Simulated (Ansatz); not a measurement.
F: do energies and stresses tell the same story?

Computed with Ansatz 0.2.0, DFT PBEsol, scalar-relativistic, plane waves, PAW.

Plane waves to 420 eV, a k mesh through Γ of 8×8×4 on the computed 4-atom cell and Gaussian smearing (0.02 eV); no spin polarisation.

Relaxed cell: C2/c, a = 6.031 Å, b = 3.577 Å, c = 6.788 Å, α = 90.00°, β = 96.65°, γ = 90.00°, 4 atoms in the primitive cell.

Energies at zero smearing and pressures from the stress tensor, at volumes with shape and atoms relaxed:
```
V (Å³/atom) E − E(first) (meV/atom) P (GPa)
     17.092                     0.00    0.103
     17.638                    -0.32    0.042
     18.183                    -0.60    0.017
     18.728                    -0.24   -0.037
     19.274                    -0.24   -0.053
```

Check P = −dE/dV between neighbouring volumes, and get the bulk modulus from the pressures alone.

With 1 eV/Å³ = 160.2 GPa:
| middle V (Å³/atom) | −ΔE/ΔV (GPa) | mean P (GPa) |
| --- | --- | --- |
| 17.365 | 0.094 | 0.073 |
| 17.910 | 0.083 | 0.030 |
| 18.456 | -0.105 | -0.010 |
| 19.001 | 0.000 | -0.045 |

The two differ by 0.095 GPa at most. The mean of two end pressures misses the average over a step by about ΔV² P″/12, up to 0.010 GPa here; with that taken off 0.096 GPa remains, from the finite cutoff, the mesh or the relaxation's tolerance. Around V = 18.183 Å³/atom, the two neighbours give B = −V ΔP/ΔV = 18.183 × 0.079 / 1.091 = 1.3 GPa, against B0 = 2.2 GPa from the Birch–Murnaghan fit of the energies, which describes these points poorly (B0' = 27.7).

The cell holds molecules, and where no dispersion correction was added their binding is poorly described.

Cost: 6 runs of about 3.5 core-minutes in all, on Arm Neoverse V2 (shared hosts).